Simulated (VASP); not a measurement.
# Sr (Im-3m) in VASP: settings compared

Aim: see how the results for Sr move with the level of theory and the settings. Levels: PBE, B3LYP5, r2SCAN+D3(BJ). Tasks: single point.

Program: VASP 6.6.1. These are calculated values, not measurements. Logs are shortened: lines on timing, memory, paths and dates and some standing lists are left out, and cuts for length are marked.

**1. The crystal as given**

It takes space group Im-3m (No. 229, cubic). The conventional cell has a = 4.870 Å, b = 4.870 Å, c = 4.870 Å, α = 90.00°, β = 90.00°, γ = 90.00°. Sr (site symmetry m-3m) is surrounded by 8 Sr at 4.22 Å.

This isn't the form of Sr at room conditions, which is fcc.

**2. Single point, PBE**

INCAR

```
SYSTEM = Sr
PREC     = Accurate       ! precision mode
ENCUT    = 520            ! plane-wave cutoff, eV
EDIFF    = 1E-7           ! SCF threshold, eV
ISMEAR   = -1             ! smearing method
SIGMA    = 0.04           ! smearing width, eV
LREAL    = .FALSE.        ! projectors in reciprocal space
LASPH    = .TRUE.         ! aspherical terms in the spheres
NELM     = 60             ! most SCF steps
ALGO     = Fast           ! electronic algorithm
ISIF     = 2              ! what is computed and relaxed
LWAVE    = .FALSE.        ! write WAVECAR
LCHARG   = .FALSE.        ! write CHGCAR
GGA      = PE             ! functional
NBANDS   = 11             ! bands
```

KPOINTS

```
Automatic mesh
0
G
  3 3 3
  0 0 0
```

POSCAR

```
Sr
1.0
   -2.4350000000      2.4350000000      2.4350000000
    2.4350000000     -2.4350000000      2.4350000000
    2.4350000000      2.4350000000     -2.4350000000
Sr
1
Direct
    0.0000000000      0.0000000000      0.0000000000
```

Potentials or basis: VASP PAW PBE potentials, release 64 (Sr_sv).

Launch:

```sh
> cat potpaw_PBE.64/Sr_sv/POTCAR > POTCAR
> mpirun -np 1 vasp_std > vasp.out
```

OUTCAR:

```text
SYSTEM = Sr
   PREC = Accurate
   ENCUT = 520
   EDIFF = 1E-7
   ISMEAR = -1
   LREAL = .FALSE.
   LASPH = .TRUE.
   NELM = 60
   ISIF = 2
   GGA = PE

 ion  position               nearest neighbor table
   1  0.000  0.000  0.000-

  LATTYP: Found a body centered cubic cell.
 ALAT       =     4.8700000000

  Lattice vectors:

 A1 = (  -2.4350000000,   2.4350000000,   2.4350000000)
 A2 = (   2.4350000000,  -2.4350000000,   2.4350000000)
 A3 = (   2.4350000000,   2.4350000000,  -2.4350000000)

Analysis of symmetry for initial positions (statically):
=====================================================================
 Subroutine PRICEL returns:
 Original cell was already a primitive cell.

 Routine SETGRP: Setting up the symmetry group for a
 body centered cubic supercell.

 Subroutine GETGRP returns: Found 48 space group operations
 (whereof 48 operations were pure point group operations)
 out of a pool of 48 trial point group operations.

The static configuration has the point symmetry O_h .

Analysis of symmetry for dynamics (positions and initial velocities):
=====================================================================
 Subroutine PRICEL returns:
 Original cell was already a primitive cell.

 Routine SETGRP: Setting up the symmetry group for a
 body centered cubic supercell.

 Subroutine GETGRP returns: Found 48 space group operations
 (whereof 48 operations were pure point group operations)
 out of a pool of 48 trial point group operations.

The dynamic configuration has the point symmetry O_h .

 Subroutine INISYM returns: Found 48 space group operations
 (whereof 48 operations are pure point group operations),
 and found     1 'primitive' translations

----------------------------------------------------------------------------------------

                                     Primitive cell

  volume of cell :      57.7507

  direct lattice vectors                    reciprocal lattice vectors
    -2.435000000  2.435000000  2.435000000     0.000000000  0.205338809  0.205338809
     2.435000000 -2.435000000  2.435000000     0.205338809  0.000000000  0.205338809
     2.435000000  2.435000000 -2.435000000     0.205338809  0.205338809  0.000000000

  length of vectors
     4.217543716  4.217543716  4.217543716     0.290392929  0.290392929  0.290392929

  position of ions in fractional coordinates (direct lattice)
     0.000000000  0.000000000  0.000000000

  ion indices of the primitive-cell ions
   primitive index   ion index
                 1           1

----------------------------------------------------------------------------------------

 KPOINTS: Automatic mesh

Automatic generation of k-mesh.
 Grid dimensions read from file:
 generate k-points for:    3    3    3

 Generating k-lattice:

  Cartesian coordinates                     Fractional coordinates (reciprocal lattice)
     0.000000000  0.068446270  0.068446270     0.333333333  0.000000000  0.000000000
     0.068446270  0.000000000  0.068446270     0.000000000  0.333333333  0.000000000
     0.068446270  0.068446270  0.000000000     0.000000000  0.000000000  0.333333333

  Length of vectors
     0.096797643  0.096797643  0.096797643

  Shift w.r.t. Gamma in fractional coordinates (k-lattice)
     0.000000000  0.000000000  0.000000000

 Subroutine IBZKPT returns following result:
 ===========================================

 Found      4 irreducible k-points:

 Following reciprocal coordinates:
            Coordinates               Weight
  0.000000  0.000000  0.000000      1.000000
  0.333333  0.000000  0.000000     12.000000
  0.333333  0.333333  0.000000      8.000000
 -0.333333  0.333333  0.333333      6.000000
   k-points           NKPTS =      4   k-points in BZ     NKDIM =      4   number of bands    NBANDS=     11
   number of dos      NEDOS =    301   number of ions     NIONS =      1
   total plane-waves  NPLWV =  32768
   dimension x,y,z NGX =    32 NGY =   32 NGZ =   32
   dimension x,y,z NGXF=    64 NGYF=   64 NGZF=   64
   ions per type =               1
   NGX,Y,Z   is equivalent  to a cutoff of  12.61, 12.61, 12.61 a.u.
   NGXF,Y,Z  is equivalent  to a cutoff of  25.23, 25.23, 25.23 a.u.
 SYSTEM =  Sr
   PREC   = accura    normal or accurate (medium, high low for compatibility)
   ISTART =      0    job   : 0-new  1-cont  2-samecut
   ICHARG =      2    charge: 1-file 2-atom 10-const
   ISPIN  =      1    spin polarized calculation?
   LNONCOLLINEAR =      F non collinear calculations
   LSORBIT =      F    spin-orbit coupling
   LASPH  =      T    aspherical Exc in radial PAW
   ENCUT  =  520.0 eV  38.22 Ry    6.18 a.u.   7.84  7.84  7.84*2*pi/ulx,y,z
   NELM   =     60;   NELMIN=  2; NELMDL= -5     # of ELM steps
   EDIFF  = 0.1E-06   stopping-criterion for ELM
   LREAL  =      F    real-space projection
   EDIFFG = 0.1E-05   stopping-criterion for IOM
   NSW    =      0    number of steps for IOM
   IBRION =     -1    ionic relax: 0-MD 1-quasi-New 2-CG
   NFREE  =      0    steps in history (QN), initial steepest desc. (CG)
   ISIF   =      2    stress and relaxation
   ISYM   =      2    0-nonsym 1-usesym 2-fastsym
   POTIM  = 0.5000    time-step for ionic-motion
   TEBEG  =    0.0;   TEEND  =   0.0 temperature during run
   PSTRESS=    0.0 pullay stress
   NELECT =      10.0000    total number of electrons
   NUPDOWN=      -1.0000    fix difference up-down
   EMIN   =  10.00;   EMAX   =-10.00  energy-range for DOS
   EFERMI =   0.00;   METHOD = LEGACY
   ISMEAR =    -1;   SIGMA  =   0.04  broadening in eV -4-tet -1-fermi 0-gaus
   EFERMI_NEDOS =   21; number of points for ismear=-14 and -15
   IALGO  =     68    algorithm
   IMIX   =      4    mixing-type and parameters
     AMIX     =   0.40;   BMIX     =  1.00
     AMIX_MAG =   1.60;   BMIX_MAG =  1.00
  volume/ion in A,a.u.               =      57.75       389.72
  Fermi-wavevector in a.u.,A,eV,Ry     =   0.912478  1.724334 11.328437  0.832617
  Thomas-Fermi vector in A             =   2.036879
   LORBIT       =      0    0 simple, 1 ext, 2 COOP (PROOUT), +10 PAW based schemes
   GGA     = PE    functional components
   LHFCALC =     F    Hartree Fock is set to
   AEXX    =    0.0000 exact exchange contribution
   IVDW    =     0    specifies the selected vdW correction
   LEPSILON=     F    determine dielectric tensor
   LRPA    =     F    only Hartree local field effects (RPA)
 non-spin polarized calculation
 RMM-DIIS sequential band-by-band and
  energy-cutoff  :      520.00
  volume of cell :       57.75
 maximum number of plane-waves:      1563
   NGX = 15   NGY = 15   NGZ = 15

 number of electron      10.0000000 magnetization

 Free energy of the ion-electron system (eV)
  ---------------------------------------------------
  ext. energy  EPLUGINS =         0.00000000
  ---------------------------------------------------
  free energy    TOTEN  =        -1.43934379 eV

  energy without entropy =       -1.39405448  energy(sigma->0) =       -1.41669914

 E-fermi :   1.6082     XC(G=0):  -7.2005

 val. band max:        0.6940213578   @ k =  -0.3333   0.3333   0.3333
 cond. band min:       1.6356123897   @ k =   0.3333   0.3333   0.0000
 fundamental gap:      0.9415910320
 Fermi energy:         1.6082250011

 k-point     1 :       0.0000    0.0000    0.0000
  band No.  band energies     occupation
      1     -35.2700      2.00000
      2     -17.1666      2.00000
      3     -17.1666      2.00000
      4     -17.1666      2.00000
      5      -2.1400      2.00000
      6       3.7429      0.00000
      7       3.7429      0.00000
      8       3.7429      0.00000
      9       5.0210      0.00000
     10       5.0210      0.00000
     11       9.3133      0.00000

 k-point     2 :       0.3333    0.0000    0.0000
  band No.  band energies     occupation
      1     -35.2610      2.00000
      2     -17.2920      2.00000
      3     -17.2087      2.00000
      4     -17.1664      2.00000
      5      -0.5457      2.00000
      6       2.3172      0.00000
      7       2.8611      0.00000
      8       4.8799      0.00000
      9       5.2058      0.00000
     10       5.3731      0.00000
     11       7.9071      0.00000

 k-point     3 :       0.3333    0.3333    0.0000
  band No.  band energies     occupation
      1     -35.2564      2.00000
      2     -17.2813      2.00000
      3     -17.2813      2.00000
      4     -17.1876      2.00000
      5       1.6356      0.67043
      6       1.6361      0.66466
      7       1.6361      0.66466
      8       5.1921      0.00000
      9       5.1921      0.00000
     10       5.3367      0.00000
     11       7.5006      0.00000

 k-point     4 :      -0.3333    0.3333    0.3333
  band No.  band energies     occupation
      1     -35.2534      2.00000
      2     -17.2762      2.00000
      3     -17.2553      2.00000
      4     -17.2553      2.00000
      5       0.6940      2.00000
      6       1.9567      0.00033
      7       3.8040      0.00000
      8       3.8040      0.00000
      9       4.3593      0.00000
     10       5.4198      0.00000
     11       8.3558      0.00000

------------------------ aborting loop because EDIFF is reached ----------------------------------------

  FORCE on cell =-STRESS in cart. coord.  units (eV):
  Direction    XX          YY          ZZ          XY          YZ          ZX
  --------------------------------------------------------------------------------------
  -------------------------------------------------------------------------------------
  Total       -0.0898573     -0.0898573     -0.0898573      0.0000000      0.0000000      0.0000000
  in kB       -2.4929118     -2.4929118     -2.4929118      0.0000000      0.0000000      0.0000000
  external PRESSURE =      -2.4929118 kB  Pullay stress =       0.0000000 kB

 VOLUME and BASIS-vectors are now :
 -----------------------------------------------------------------------------
  energy-cutoff  :      520.00
  volume of cell :       57.75
      direct lattice vectors                 reciprocal lattice vectors
    -2.435000000  2.435000000  2.435000000     0.000000000  0.205338809  0.205338809
     2.435000000 -2.435000000  2.435000000     0.205338809  0.000000000  0.205338809
     2.435000000  2.435000000 -2.435000000     0.205338809  0.205338809  0.000000000

 POSITION                                       TOTAL-FORCE (eV/Angst)
 -----------------------------------------------------------------------------------
      0.00000      0.00000      0.00000         0.000000     -0.000000      0.000000
 -----------------------------------------------------------------------------------
    total drift:                               -0.000000      0.000000     -0.000000

  FREE ENERGIE OF THE ION-ELECTRON SYSTEM (eV)
  ---------------------------------------------------
  free  energy   TOTEN  =        -1.4393437905 eV

  energy  without entropy=       -1.3940544822  energy(sigma->0) =       -1.41669914
```

Wall time 4.8 s (1 thread of Intel Xeon Platinum 8488C (Sapphire Rapids), shared host); peak memory 0.16 GiB.

Results:

```yaml
Free_energy: -1.4393 eV
Pressure: -0.2 GPa
Band_gap_on_the_k_mesh: none (metal or under the smearing width)
```

Levels at points of the mesh, in eV from the Fermi level:
```tsv
k point	band 2	band 3	band 4	band 5	band 6	band 7	band 8	band 9
(0.00, 0.00, 0.00)	-18.77	-18.77	-18.77	-3.75	2.13	2.13	2.13	3.41
```

Caveat: the k mesh is coarse (spacing up to 0.61 Å⁻¹), so the values aren't converged.

**3. Single point, B3LYP5**

POSCAR is that of step 2.

INCAR.step1

```
PREC = Accurate ; ENCUT = 520
EDIFF = 1E-5 ; ISMEAR = 0
SIGMA = 0.01 ; LREAL = False
LASPH = True ; NELM = 60
ALGO = Normal ; ISIF = 2
LWAVE = True ; LCHARG = False
GGA = PE ; NBANDS = 11
```

INCAR.step2

```
PREC = Accurate ; ENCUT = 520
EDIFF = 1E-6 ; ISMEAR = 0
SIGMA = 0.01 ; LREAL = False
LASPH = True ; NELM = 60
ALGO = Normal ; ISIF = 2
LWAVE = False ; LCHARG = False
GGA = B5 ; LHFCALC = True
AEXX = 0.2 ; AGGAX = 0.72
AGGAC = 0.81 ; ALDAC = 0.19
PRECFOCK = Normal ; HFRCUT = -1
ISTART = 1 ; NBANDS = 11
```

KPOINTS

```
Automatic mesh
0
Gamma
  6 6 6
```

Potentials or basis: VASP PAW PBE potentials, release 64 (Sr_sv).

Launch:

```sh
> cat potpaw_PBE.64/Sr_sv/POTCAR > POTCAR
> cp INCAR.step1 INCAR
> mpirun -np 1 vasp_std > vasp.out
> cp INCAR.step2 INCAR
> mpirun -np 1 vasp_std > vasp.out
```

Run time: 6.9 min. Hardware: 1 thread of Intel Xeon 6975P-C (Granite Rapids), shared host; peak memory 0.2 GiB.

The run converged. Its results:

```
Free energy            : -0.9176 eV
Pressure               : -0.5 GPa
Band gap on the k mesh : none (metal or under the smearing width)
```

Levels at points of the mesh, in eV from the Fermi level:
```tsv
k point	band 1	band 2	band 3	band 4	band 5	band 6	band 7	band 8	band 9	band 10
(0.00, 0.00, 0.00)	-39.58	-20.47	-20.47	-20.47	-4.41	2.90	2.90	2.90	4.15	4.15
(0.50, 0.00, 0.00)	-39.57	-20.65	-20.53	-20.47	-1.29	0.33	1.74	3.93	4.63	5.84
(0.50, 0.50, 0.50)	-39.56	-20.60	-20.60	-20.60	-0.29	-0.29	3.97	3.97	3.97	5.46
```

Caveat: the PAW data sets were made with another functional, which shifts forces and pressure a little.

**4. Single point, r2SCAN+D3(BJ), non-collinear spin, zero start, spin-orbit coupling**

POSCAR is that of step 3.

INCAR.step1

```
PREC = Accurate ; ENCUT = 520
ISMEAR = -1 ; SIGMA = 0.025
LREAL = False ; LASPH = True
NELM = 150 ; MAGMOM = 0 0 0
LSORBIT = True ; GGA_COMPAT = False
NBANDS = 21 ; GGA = PE
ALGO = Normal ; EDIFF = 1E-4
LWAVE = True ; LCHARG = False
```

INCAR.step2

```
PREC = Accurate ; ENCUT = 520
EDIFF = 1E-6 ; ISMEAR = -1
SIGMA = 0.025 ; LREAL = False
LASPH = True ; NELM = 150
ALGO = Normal ; ISIF = 2
LWAVE = False ; LCHARG = False
MAGMOM = 0 0 0 ; LORBIT = 11
LSORBIT = True ; GGA_COMPAT = False
LORBMOM = True ; METAGGA = R2SCAN
LMIXTAU = True ; IVDW = 12
VDW_S6 = 1.0 ; VDW_S8 = 0.78981345
VDW_A1 = 0.49484001 ; VDW_A2 = 5.73083694
NBANDS = 21 ; ISTART = 1
```

KPOINTS

```
regular mesh
0
Gamma
  8 8 8
```

Launch:

```sh
> cat potpaw_PBE.64/Sr_sv/POTCAR > POTCAR
> cp INCAR.step1 INCAR
> mpirun -np 1 vasp_ncl > vasp.out
> cp INCAR.step2 INCAR
> mpirun -np 1 vasp_ncl > vasp.out
```

It took 2.5 min on 1 thread of Intel Xeon 6975P-C (Granite Rapids), shared host; peak memory 0.37 GiB.

Results (log left out):

```yaml
Free_energy: -15.2568 eV
Pressure: -0.7 GPa
Net_moment: 0.00 μB per cell
Valence_electrons_inside_the_program's_atomic_spheres: Sr 8.00
Dispersion_energy_per_atom: -0.087 eV
```

Moments on the atoms (μB; x, y, z):
```
Sr  0.00 0.00 0.00
```

Caveat: the PAW data sets were made with another functional, which shifts forces and pressure a little.

**5. Overview**

```tsv
level	spin	k mesh	smearing	exchange at q = 0	grid for exact exchange (PRECFOCK)	mesh quality	gap on the mesh (eV)	pressure (GPa)
PBE	off	3 × 3 × 3	fermi-dirac 0.04 eV	-	-	coarse	none	-0.2
B3LYP5	off	6 × 6 × 6	gaussian 0.01 eV	truncated	Normal	not flagged	none	-0.5
r2SCAN+D3(BJ)	non-collinear, zero start, SOC	8 × 8 × 8	fermi-dirac 0.025 eV	-	-	not flagged	-	-0.7
```

Alike in all rows: task single point; potentials or basis VASP PAW PBE potentials, release 64 (Sr_sv); cell as given; cutoff (eV) 520.

Caveats: some runs use coarse meshes; the PAW data sets were made with another functional, which shifts forces and pressure a little (some runs).

Absolute energies hang on the potentials; compare differences alone.
